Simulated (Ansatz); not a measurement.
# SiNi (Pnma) in Ansatz: further runs, part 2 of 2

Ansatz 0.2.0. The steps go on from the part before.

### 5 Single point, PBEsol, collinear spin, ferromagnetic start

Input file input.yaml:

```yaml
crystal:
  lattice:
    - [5.1731, 0.0, 0.0]
    - [0.0, 3.3381, 0.0]
    - [0.0, 0.0, 5.6049]
  atoms:
    - { symbol: Ni, position: [0.99221, 0.75, 0.81248], spin: 0.75 }
    - { symbol: Ni, position: [0.50779, 0.25, 0.31248], spin: 0.75 }
    - { symbol: Ni, position: [0.49221, 0.75, 0.68752], spin: 0.75 }
    - { symbol: Ni, position: [0.00779, 0.25, 0.18752], spin: 0.75 }
    - { symbol: Si, position: [0.67872, 0.25, 0.9175] }
    - { symbol: Si, position: [0.82128, 0.75, 0.4175] }
    - { symbol: Si, position: [0.17872, 0.25, 0.5825] }
    - { symbol: Si, position: [0.32128, 0.75, 0.0825] }
hamiltonian:
  xc: pbesol
  pseudopotentials: { kind: paw }
magnetization:
  spin_polarized: true
  initial_magnetization: 3.0
  spin_locking: { lock_magnetization: hard }
kpoints:
  mp_grid: { grid: [5, 7, 4] }
scf:
  occupations: { method: fermi_dirac, width: 0.05 }
  lower_state_search: "off"
output:
  forces: true
  stress: true
  eigenvalues: true
```

Potentials or basis: Ansatz PAW.

Run with:

```
$ ansatz run input.yaml --threads 4 --pin off --max-ram 11264MiB --backend cpu --events-out ev --progress --plain --runs-dir out
```

Standard output:

```text
Warning: output.stress: scf.convergence.dr2_threshold = 1e-7 eV (the SCF's general default) is looser than the 8e-10 eV advised for a printed stress (1e-10 eV for each atom of the cell: 8). What an SCF threshold leaves in a stress goes as its square root, and in the free energy as the threshold itself, and one threshold admits the most on a small cell: of the crystals measured, under no hybrid functional and no lock of the moments, on runs that ended without the residual-converged pass, on stresses that held no estimate of that error, the worst erred by over 100 MPa in a component at 1e-7 eV an atom and by under 5 at 1e-10. Set scf.convergence.dr2_threshold to 8e-10 eV or tighter. The threshold is an SCF's pass mark: one that does not reach it within its budget of iterations ends unconverged, or closes short of it on a stop that the run arms, and scf.convergence.dr2_threshold's page says what that costs each kind of run
Warning: RAYON_NUM_THREADS=4 ignored (pool sized by the plan → 4); use --threads N
Engine: ansatz 0.2.0, aarch64-unknown-linux-gnu
Pseudopotentials: kind: paw
Pseudopotential: Ni, paw, valence charge 18, recommended cutoff 420 eV (normal), Ni.paw.azcp
Pseudopotential: Si, paw, valence charge 4, recommended cutoff 420 eV (normal), Si.paw.azcp
Functional definition: PBEsol
  exchange = pbesol_x
  correlation = pbesol_c
Crystal: 8 atoms, lattice volume = 96.787 Å³
Basis set: ecut = 420 eV, 1905 PW (Γ), exchange–correlation on 72×48×80 points (8 copies of the dense FFT grid, shifted against one another)
Bands: 55, of which v1, the nominal top of the filled ones, is band 44 counted from 1 (43 counted from 0)
Symmetry: 8 space group operations
Space group: Pnma (ITA 62), of the structure as read, at distance tolerance 4.6e-5 Å
Magnetic group: BNS 62.441 (UNI 539), of the structure as read, at distance tolerance 4.6e-5 Å
k-points: 36 of 140
Non-local potential: Ni, projectors of the file, l = 0: 3, l = 1: 2, l = 2: 3, l = 3: 1
Non-local potential: Si, projectors of the file, l = 0: 2, l = 1: 2, l = 2: 2
PAW form: soft (Blöchl's): semilocal exchange-correlation on the pseudo side does not see the compensation charge
PAW frozen core: Ni, regenerated for the run's functional, and the local potential with it (the file was generated under x = pbe(κ = 0.804, μ = 0.2195149727645171), c = pbe(β = 0.06672455060314922))
PAW frozen core: Si, regenerated for the run's functional, and the local potential with it (the file was generated under x = pbe(κ = 0.804, μ = 0.2195149727645171), c = pbe(β = 0.06672455060314922))
PAW one-centre angular grid: Ni, 590 points (default); XC on 64 Gauss nodes
PAW one-centre angular grid: Si, 110 points (default); XC on 64 Gauss nodes
Initial density: superposition of atomic densities (chi_scale 0.1, normalization cell)
Starting moments: Σ|m| = 3 μB on 4 of 8 sites
Initial wavefunctions: pseudopotential atomic-orbital guess
Functional: x = pbesol(κ = 0.804, μ = 0.12345679012345678), c = pbesol(β = 0.046)
SCF iter   1: F=—  HF=-25710.176950 eV  |F-HF|=—  |Δ(HF+E_count)|=         —  Δρ=5.98e-2 (↑2.13e-2 ↓5.98e-2)  dr2=6.37e0  dr2_m=4.45e-1  M=3.000 μB ∫|m|=3.000 μB  β_m=0.30  ethr=3.10e-3  ⟨swp⟩=6.8  Hψ=15273  notcnv=0  defer=10
preconditioner: auto → Kerker (q_TF=auto, 2.685 Å⁻¹)  [metal: Δε(μ)=0.019 eV  Ē_g=7.665 eV  σ=0.050 eV  W_gap=0.09  n_scr=38 (ndim 8)  ℏωp=28.2 eV  f_vac=0.000  D(μ)=2.35/eV (n_scr^D=10)]
spin=Collinear: Kerker preconditioning applied to the charge; magnetization (m = ρ↑ − ρ↓) channel mixes plain (no charge-response kernel on spin).
SCF iter   2: F=—  HF=-25709.607749 eV  |F-HF|=—  |Δ(HF+E_count)|=   5.69e-1  Δρ=2.32e-2 (↑2.32e-2 ↓2.02e-2)  dr2=1.18e0  dr2_m=1.20e-1  M=3.000 μB ∫|m|=3.000 μB  β_m=0.34  ethr=3.10e-3  ⟨swp⟩=2.2  Hψ=6268  notcnv=0  defer=258
SCF iter   3: F=—  HF=-25709.384788 eV  |F-HF|=—  |Δ(HF+E_count)|=   2.23e-1  Δρ=2.23e-2 (↑1.11e-2 ↓2.23e-2)  dr2=1.16e0  dr2_m=9.11e-2  M=3.000 μB ∫|m|=3.000 μB  β_m=0.38  ethr=1.34e-3  ⟨swp⟩=2.3  Hψ=5665  notcnv=0  defer=258
SCF iter   4: F=—  HF=-25709.109953 eV  |F-HF|=—  |Δ(HF+E_count)|=   2.75e-1  Δρ=7.47e-3 (↑7.47e-3 ↓6.37e-3)  dr2=1.13e-1  dr2_m=1.51e-3  M=3.000 μB ∫|m|=3.000 μB  β_m=0.75  ethr=1.32e-3  ⟨swp⟩=2.2  Hψ=5810  notcnv=0  defer=258
SCF iter   5: F=—  HF=-25709.081160 eV  |F-HF|=—  |Δ(HF+E_count)|=   2.88e-2  Δρ=1.49e-3 (↑8.78e-4 ↓1.49e-3)  dr2=3.30e-3  dr2_m=1.62e-4  M=3.000 μB ∫|m|=3.000 μB  β_m=0.72  ethr=1.29e-4  ⟨swp⟩=2.1  Hψ=6745  notcnv=0  defer=256
SCF iter   6: F=—  HF=-25709.080905 eV  |F-HF|=—  |Δ(HF+E_count)|=   2.55e-4  Δρ=7.49e-4 (↑7.49e-4 ↓4.40e-4)  dr2=1.01e-3  dr2_m=3.43e-5  M=3.000 μB ∫|m|=3.000 μB  β_m=0.86  ethr=3.75e-6  ⟨swp⟩=2.0  Hψ=5614  notcnv=0  defer=256
SCF iter   7: F=—  HF=-25709.080947 eV  |F-HF|=—  |Δ(HF+E_count)|=   4.22e-5  Δρ=1.67e-4 (↑1.67e-4 ↓9.70e-5)  dr2=4.56e-5  dr2_m=5.10e-6  M=3.000 μB ∫|m|=3.000 μB  β_m=0.87  ethr=1.14e-6  ⟨swp⟩=1.7  Hψ=4634  notcnv=0  defer=256
SCF iter   8: F=—  HF=-25709.080936 eV  |F-HF|=—  |Δ(HF+E_count)|=   1.06e-5  Δρ=9.64e-5 (↑5.89e-5 ↓9.64e-5)  dr2=1.59e-5  dr2_m=3.57e-7  M=3.000 μB ∫|m|=3.000 μB  β_m=0.94  ethr=5.18e-8  ⟨swp⟩=2.1  Hψ=5864  notcnv=0  defer=256
SCF iter   9: F=—  HF=-25709.080935 eV  |F-HF|=—  |Δ(HF+E_count)|=   1.53e-6  Δρ=7.94e-6 (↑5.93e-6 ↓7.94e-6)  dr2=1.16e-7  dr2_m=2.48e-9  M=3.000 μB ∫|m|=3.000 μB  β_m=0.91  ethr=1.81e-8  ⟨swp⟩=2.3  Hψ=5846  notcnv=0  defer=256
SCF iter  10: F=-25709.080935 eV  HF=-25709.080935 eV  |F-HF|=1.48e-8  |Δ(HF+E_count)|=   5.36e-8  Δρ=3.10e-6 (↑1.67e-6 ↓3.10e-6)  dr2=1.95e-8  dr2_m=6.79e-10  M=3.000 μB ∫|m|=3.000 μB  ethr=1.14e-10  ⟨swp⟩=10.2  Hψ=16964  notcnv=0
SCF 1 converged in 10 iterations: F = -25709.080935 eV  dr2 = 1.95e-8
SCF converged after 10 iterations
Stability checked in part: among states of this total moment the steps that led to this state did not find it unstable. No probe was made; neither looks for a lower state of another moment (fixed_total_moment; see scf.lower_state_search)
Magnetization: 3.0000 μB (45.5000 up, 42.5000 down)
Absolute magnetization: 3.0003 μB (∫|ρ↑−ρ↓|, with the PAW one-centre terms)
Spin contamination: 0.0045 ħ² per cell (⟨S²⟩ above its minimum at these occupations)
Per-site moments (μB) at R_I (Å): [(0.4790536284811689, 0.9395906128967046), (0.47905362848116906, 0.9395906128967049), (0.479053628481169, 0.9395906128967049), (0.4790536284811689, 0.9395906128967049), (0.10767416701121164, 0.9395906128967049), (0.10767416701121185, 0.9395906128967049), (0.10767416701121199, 0.9395906128967049), (0.10767416701121169, 0.9395906128967046)]
Free energy (F): -25709.080935 eV
Harris-Foulkes:  -25709.080935 eV  (|F-HF|=1.48e-8)
Internal energy: -25709.056986 eV  (E = F + TS)
E sigma→0 (E₀):  -25709.068960 eV
Entropy (-TS):   -0.023949 eV (-2.994 meV/atom)
Fermi energy:    14.508668 (↑ 15.450535, ↓ 13.566800) eV
--- Per-component energies (eV) ---
  E_band       = -1312.744257
  E_kinetic    = 1311.041263
  E_local      = -17832.040811  (includes V_loc(G=0)·N_el)
  E_nonlocal   = 2640.961021
  E_hartree    = 7652.126724
  E_xc         = -566.585107
  E_vxc        = -637.780204  (∫ρ·V_xc dr)
  E_paw        = -8372.362078  (= ΣΔE_a)
  E_vpaw       = -2099.161283  (= ΣTr[D̂ρ^β])
  E_aug_tail   = 0.002145  (compensation charges beyond the density's cutoff)
  E_ewald      = -10543.115540
  E_core_change = 0.915398  (= ΣΔE_core)
  E_smearing   = -0.023949  (= −TS)
  E_closure    = -0.000000  (closes the sum)
  Σ components = -25709.080935   (vs F -25709.080935, Δ=0.00e0)
--- Forces (eV/Å), atoms counted from 1 ---
  atom   1  Ni    -0.08837123    -0.00000000    -0.22930393
  atom   2  Ni     0.08837123     0.00000000    -0.22930393
  atom   3  Ni    -0.08837123    -0.00000000     0.22930393
  atom   4  Ni     0.08837123     0.00000000     0.22930393
  atom   5  Si    -0.14515482    -0.00000000     0.04866968
  atom   6  Si     0.14515482     0.00000000     0.04866968
  atom   7  Si    -0.14515482    -0.00000000    -0.04866968
  atom   8  Si     0.14515482     0.00000000    -0.04866968
  max |Σ_I F_I| component: 4.16e-17 eV/Å
--- Stress (GPa, compression-positive) ---
       -1.949585       0.000000       0.000000
        0.000000      -1.066900      -0.000000
        0.000000      -0.000000       1.545750
  P = ⅓ Tr σ = -0.4902 GPa (-4.902 kbar)
--- Band table (eV; the first three rows and the last of 72) ---
  k-point 0 ↑: bands = ["-89.3976", "-89.3936", "-89.3934", "-89.3895", "-50.0165", "-50.0131", "-49.9698", "-49.9691", "-49.9381", "-49.9315", "-49.9100", "-49.9074", "-49.8994", "-49.8946", "-49.8826", "-49.8778", "1.4769", "4.8210", "6.1086", "6.6392", "7.8729", "8.3638", "9.9759", "10.3430", "10.4372", "10.4378", "10.5158", "10.5441", "10.5776", "10.9865", "11.2517", "11.3443", "11.4623", "11.6260", "11.8690", "11.9975", "12.0174", "12.1652", "12.2077", "12.3318", "12.5087", "13.0300", "13.3452", "13.4808", "14.8624", "15.6089", "17.8576", "18.5075", "18.6168", "19.2072", "19.3575", "20.5527", "20.8733", "21.2209", "21.2594"]
  k-point 1 ↑: bands = ["-89.3973", "-89.3951", "-89.3920", "-89.3898", "-50.0160", "-50.0136", "-49.9697", "-49.9692", "-49.9370", "-49.9323", "-49.9097", "-49.9079", "-49.8988", "-49.8955", "-49.8817", "-49.8784", "1.7605", "3.8301", "6.7096", "6.7680", "7.7364", "9.1232", "9.2243", "10.1936", "10.3082", "10.4356", "10.4948", "10.5865", "10.8313", "11.0876", "11.2347", "11.2735", "11.5493", "11.7800", "11.8262", "11.8329", "11.8567", "12.1233", "12.2132", "12.3009", "12.7633", "12.8967", "13.2253", "14.1860", "15.2349", "16.3693", "16.9114", "17.8848", "18.7597", "18.9029", "19.1387", "20.5444", "21.0513", "21.2309", "21.3582"]
  k-point 2 ↑: bands = ["-89.3964", "-89.3964", "-89.3907", "-89.3907", "-50.0148", "-50.0148", "-49.9695", "-49.9695", "-49.9346", "-49.9346", "-49.9089", "-49.9089", "-49.8973", "-49.8973", "-49.8799", "-49.8799", "2.5848", "2.5848", "7.0496", "7.0496", "7.9977", "7.9977", "9.9232", "9.9232", "10.5365", "10.5365", "10.5670", "10.5670", "11.1322", "11.1322", "11.1691", "11.1691", "11.5578", "11.5578", "11.6122", "11.6122", "12.2112", "12.2112", "12.2229", "12.2229", "12.8055", "12.8055", "14.0194", "14.0194", "15.4774", "15.4774", "17.7255", "17.7255", "18.8687", "18.8687", "19.9757", "19.9757", "20.1749", "20.1749", "21.5920"]
  k-point 35 ↓: bands = ["-88.8304", "-88.8304", "-88.8288", "-88.8288", "-49.4257", "-49.4257", "-49.4152", "-49.4152", "-49.3830", "-49.3830", "-49.3780", "-49.3780", "-49.3585", "-49.3585", "-49.3566", "-49.3566", "5.5293", "5.5293", "6.5259", "6.5259", "7.9575", "7.9575", "8.8942", "8.8942", "10.9236", "10.9236", "11.1315", "11.1315", "11.3066", "11.3066", "11.5576", "11.5576", "12.0244", "12.0244", "12.1199", "12.1199", "12.5317", "12.5317", "12.6651", "12.6651", "12.9409", "12.9409", "13.0482", "13.0482", "16.5474", "16.5474", "17.2918", "17.2918", "18.1152", "18.1152", "18.7638", "18.7638", "19.9939", "19.9939", "20.6567"]
```

It took 7.8 s on 4 threads of Arm Neoverse V2, shared host; peak memory 0.6 GiB.

Results:

```yaml
Free_energy: -25709.0809 eV
Pressure: -0.5 GPa
Largest_force: 0.246 eV/Å
Net_moment: 3.00 μB per cell
Absolute_moment: 3.00 μB per cell
Site_moments: Ni +0.48; Si +0.11 μB
```

Forces in eV/Å, atoms in the order of the input:
```
Ni  -0.088  0.000 -0.229
Ni   0.088  0.000 -0.229
Ni  -0.088  0.000  0.229
Ni   0.088  0.000  0.229
Si  -0.145  0.000  0.049
Si   0.145  0.000  0.049
Si  -0.145  0.000 -0.049
Si   0.145  0.000 -0.049
```

Caveat: the total moment is fixed, so each spin has its own Fermi level; the PAW data sets come from PBE, with cores solved anew for the run's functional, which leaves a small shift of forces and pressure; the thresholds are loose for stress.

### 6 Single point, PBEsol, collinear spin, ferromagnetic start

Input file input.yaml:

```yaml
crystal:
  lattice:
    - [5.1731, 0.0, 0.0]
    - [0.0, 3.3381, 0.0]
    - [0.0, 0.0, 5.6049]
  atoms:
    - { symbol: Ni, position: [0.99221, 0.75, 0.81248], spin: 1.0 }
    - { symbol: Ni, position: [0.50779, 0.25, 0.31248], spin: 1.0 }
    - { symbol: Ni, position: [0.49221, 0.75, 0.68752], spin: 1.0 }
    - { symbol: Ni, position: [0.00779, 0.25, 0.18752], spin: 1.0 }
    - { symbol: Si, position: [0.67872, 0.25, 0.9175] }
    - { symbol: Si, position: [0.82128, 0.75, 0.4175] }
    - { symbol: Si, position: [0.17872, 0.25, 0.5825] }
    - { symbol: Si, position: [0.32128, 0.75, 0.0825] }
hamiltonian:
  xc: pbesol
  pseudopotentials: { kind: paw }
magnetization:
  spin_polarized: true
  initial_magnetization: 4.0
  spin_locking: { lock_magnetization: hard }
kpoints:
  mp_grid: { grid: [5, 7, 4] }
scf:
  occupations: { method: fermi_dirac, width: 0.05 }
  lower_state_search: "off"
output:
  forces: true
  stress: true
  eigenvalues: true
```

Potentials or basis: Ansatz PAW.

Run with:

```
$ ansatz run input.yaml --threads 4 --pin off --max-ram 11264MiB --backend cpu --events-out ev --progress --plain --runs-dir out
```

Standard output:

```text
Warning: output.stress: scf.convergence.dr2_threshold = 1e-7 eV (the SCF's general default) is looser than the 8e-10 eV advised for a printed stress (1e-10 eV for each atom of the cell: 8). What an SCF threshold leaves in a stress goes as its square root, and in the free energy as the threshold itself, and one threshold admits the most on a small cell: of the crystals measured, under no hybrid functional and no lock of the moments, on runs that ended without the residual-converged pass, on stresses that held no estimate of that error, the worst erred by over 100 MPa in a component at 1e-7 eV an atom and by under 5 at 1e-10. Set scf.convergence.dr2_threshold to 8e-10 eV or tighter. The threshold is an SCF's pass mark: one that does not reach it within its budget of iterations ends unconverged, or closes short of it on a stop that the run arms, and scf.convergence.dr2_threshold's page says what that costs each kind of run
Warning: RAYON_NUM_THREADS=4 ignored (pool sized by the plan → 4); use --threads N
[... 84 lines left out ...]
  k-point 1 ↑: bands = ["-89.5305", "-89.5283", "-89.5252", "-89.5231", "-50.1377", "-50.1342", "-50.0888", "-50.0856", "-50.0709", "-50.0700", "-50.0417", "-50.0411", "-50.0380", "-50.0347", "-50.0210", "-50.0177", "1.7253", "3.7984", "6.6674", "6.7289", "7.6766", "9.0585", "9.1705", "10.1037", "10.2181", "10.3339", "10.3989", "10.4864", "10.7358", "10.9771", "11.1344", "11.1649", "11.4336", "11.6816", "11.7137", "11.7199", "11.7428", "12.0175", "12.1191", "12.1904", "12.6586", "12.7865", "13.1151", "14.1275", "15.1739", "16.2976", "16.8551", "17.8237", "18.7072", "18.8635", "19.0961", "20.4895", "21.0077", "21.1972", "21.3201", "21.3510"]
  k-point 2 ↑: bands = ["-89.5296", "-89.5296", "-89.5240", "-89.5240", "-50.1360", "-50.1360", "-50.0871", "-50.0871", "-50.0703", "-50.0703", "-50.0415", "-50.0415", "-50.0365", "-50.0365", "-50.0192", "-50.0192", "2.5507", "2.5507", "7.0049", "7.0049", "7.9487", "7.9487", "9.8408", "9.8408", "10.4389", "10.4389", "10.4671", "10.4671", "11.0210", "11.0210", "11.0612", "11.0612", "11.4601", "11.4601", "11.5068", "11.5068", "12.1020", "12.1020", "12.1164", "12.1164", "12.6952", "12.6952", "13.9404", "13.9404", "15.4162", "15.4162", "17.6703", "17.6703", "18.8229", "18.8229", "19.9233", "19.9233", "20.1273", "20.1273", "21.5411", "21.5411"]
  k-point 35 ↓: bands = ["-88.8073", "-88.8073", "-88.8057", "-88.8057", "-49.4055", "-49.4055", "-49.3931", "-49.3931", "-49.3621", "-49.3621", "-49.3583", "-49.3583", "-49.3353", "-49.3353", "-49.3337", "-49.3337", "5.5986", "5.5986", "6.5856", "6.5856", "8.0071", "8.0071", "8.9338", "8.9338", "10.9471", "10.9471", "11.1539", "11.1539", "11.3383", "11.3383", "11.5883", "11.5883", "12.0508", "12.0508", "12.1443", "12.1443", "12.5527", "12.5527", "12.6860", "12.6860", "12.9653", "12.9653", "13.0713", "13.0713", "16.6008", "16.6008", "17.3481", "17.3481", "18.1723", "18.1723", "18.8217", "18.8217", "20.0468", "20.0468", "20.7018", "20.7018"]
```

It took 8.3 s on 4 threads of Arm Neoverse V2, shared host; peak memory 0.64 GiB.

Results:

- Free energy: -25707.9849 eV
- Pressure: 2.3 GPa
- Largest force: 0.268 eV/Å
- Net moment: 4.00 μB per cell
- Absolute moment: 4.00 μB per cell
- Site moments: Ni +0.62; Si +0.15 μB

Forces in eV/Å, atoms in the order of the input:
```
Ni  -0.199  0.000 -0.179
Ni   0.199  0.000 -0.179
Ni  -0.199  0.000  0.179
Ni   0.199  0.000  0.179
Si  -0.225  0.000  0.045
Si   0.225  0.000  0.045
Si  -0.225  0.000 -0.045
Si   0.225  0.000 -0.045
```

Stress tensor (GPa, compression positive):
```
-0.29  0.00  0.00
 0.00  3.31  0.00
 0.00  0.00  3.98
```

Caveat: the total moment is fixed, so each spin has its own Fermi level; the PAW data sets come from PBE, with cores solved anew for the run's functional, which leaves a small shift of forces and pressure; the thresholds are loose for stress.

### 7 Overview

| spin | fixed moment (μB) | pressure (GPa) | moment (μB) | largest force (eV/Å) |
| --- | --- | --- | --- | --- |
| collinear, program default start | 0.0 | -4.4 | 0.00 | 0.07 |
| collinear, ferromagnetic start | 1.0 | -3.8 | 1.00 | 0.06 |
| collinear, ferromagnetic start | 2.0 | -2.4 | 2.00 | 0.17 |
| collinear, ferromagnetic start | 3.0 | -0.5 | 3.00 | 0.25 |
| collinear, ferromagnetic start | 4.0 | 2.3 | 4.00 | 0.27 |

Alike in all rows: task single point; level PBEsol; potentials or basis Ansatz PAW; cell as given; k mesh 5 × 7 × 4; cutoff (eV) 420; smearing fermi-dirac 0.05 eV.

Caveats: the total moment is fixed, so each spin has its own Fermi level; the PAW data sets come from PBE, with cores solved anew for the run's functional, which leaves a small shift of forces and pressure; the thresholds are loose for stress.

Total energies depend on the potentials used, so only differences within one code and one set of settings carry meaning.
